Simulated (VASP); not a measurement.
# AlAs: G0W0 quasiparticle levels with PBE

AlAs:

```xyz
2
Lattice="0.0000 2.8304 2.8304 2.8304 0.0000 2.8304 2.8304 2.8304 0.0000" Properties=species:S:1:pos:R:3 pbc="T T T"
As    4.2456    4.2456    4.2456
Al    0.0000    0.0000    0.0000
```

* Program: VASP 6.6.1
* Task: G0W0 quasiparticle levels
* Functional: PBE
* Potentials or basis: VASP PAW PBE potentials, release 64 (As_GW, Al_GW)
* Cutoff: 450 eV
* k mesh: 4 × 4 × 4
* Occupations: gaussian, width 0.01 eV
* Spin: no spin polarisation
* GW scheme: G0W0
* GW iterations: 1
* Cutoff of the response function: 110
* Frequency points: 50
* Empty bands: 118
* Further INCAR settings: ALGO = EVGW0; EDIFF = 1e-08; NBANDS = 122

```json
{
 "Band gap on the k mesh, mean-field level": "1.41 eV, indirect (least direct gap 2.04 eV)",
 "Quasiparticle gap": "1.95 eV",
 "Least direct quasiparticle gap": "3.03 eV"
}
```

Levels at points of the mesh, in eV from the valence-band top:
```
           k point  band 2  band 3  band 4  band 5  band 6  band 7
(0.00, 0.00, 0.00)    0.00    0.00    0.00    2.04    4.26    4.26
(0.50, 0.00, 0.00)   -5.59   -0.83   -0.83    2.12    4.65    4.65
(0.50, 0.50, 0.00)   -5.45   -2.19   -2.19    1.41    2.27   10.31
```

It took 39 s on 1 thread of Intel(R) Xeon(R) 6975P-C (Granite Rapids), on a shared host, peak memory 0.34 GiB.

Caveat: the k mesh is coarse (spacing up to 0.48 Å⁻¹), so the values aren't converged; bands, screening cutoff and mesh are small and nothing is extrapolated, so the quasiparticle values aren't converged. A k mesh can miss the band edges.
